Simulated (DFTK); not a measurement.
TiB2 under changes of volume

One of the cells (8.552 Å³/atom); the others are scaled copies at fixed shape and fractional positions:

```xyz
3
Lattice="3.0292 0.0000 0.0000 -1.5146 2.6234 0.0000 0.0000 0.0000 3.2284" Properties=species:S:1:pos:R:3 pbc="T T T"
Ti    0.0000    0.0000    0.0000
B     1.5146    0.8745    1.6142
B     0.0000    1.7489    1.6142
```

- Program: DFTK 0.8.2
- Functional: PBE
- Potentials or basis: dojo.nc.sr.pbe.v0_4_1.standard.upf (PBE)
- Cutoff: 1143 eV
- k mesh: 10 × 10 × 8
- Occupations: fermi-dirac, width 0.05 eV
- Spin: no spin polarisation

```tsv
volume (Å³/atom)	energy over the lowest point (meV/atom)	pressure (GPa)
8.039	27.76	18.0
8.210	12.08	11.5
8.381	3.03	5.6
8.552	0.00	0.2
8.723	2.43	-4.7
8.894	?	?
9.065	21.71	-13.1
```

Problem. What does the run at 8.894 Å³/atom give?

Solution. Energy over the lowest point 9.82 meV/atom; pressure -9.1 GPa.

Worked out: A Birch-Murnaghan fit of order 3 (a polynomial in V^(-2/3)) to the other rows has its minimum at 8.56 Å³/atom with B0 = V·E''(V) = 255 GPa and B' = 3.8 at fixed shape and positions, which overstates the stiffness. It gives 9.82 meV/atom at 8.894 Å³/atom, against the run's 9.82, and -dE/dV = -9.1 GPa, against -9.1.

Energies are extrapolated to zero smearing.
